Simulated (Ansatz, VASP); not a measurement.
## One calculation of Tl, two programs

```
Tl
1.0
     3.53187    0.00000    0.00000
    -1.76594    3.05869    0.00000
     0.00000    0.00000   11.34021
Tl
4
Direct
  0.66667 0.33333 0.75000
  0.00000 0.00000 0.50000
  0.33333 0.66667 0.25000
  0.00000 0.00000 0.00000
```

Change from the starting cell: volume scaled by 1.02.

Alike in both runs: task single point; functional PBE; k mesh 9 × 9 × 3; occupations fermi-dirac, width 0.05 eV; no spin polarisation.

|  | VASP | Ansatz |
| --- | --- | --- |
| version | VASP 6.6.1 | Ansatz 0.2.0 |
| potentials or method | VASP PAW PBE potentials, release 64 (Tl_d) | Ansatz PAW |
| plane-wave cutoff (eV) | 520 | 420 |
| valence electrons in the cell | 52 | 52 |

|  | VASP | Ansatz | Ansatz less VASP |
| --- | --- | --- | --- |
| gap on the k mesh at the Fermi level (eV) | none | none | - |
| pressure (GPa) | 0.5 | 0.5 | +0.06 |
| largest component of the traceless stress (GPa) | 0.07 | 0.06 | -0.007 |

A gap of «none» marks a metal or a gap that the smearing closes. With one functional, cell and mesh, what is left measures potentials, basis and numerics.

The runs have no spin-orbit coupling, so splittings on Tl are missing.
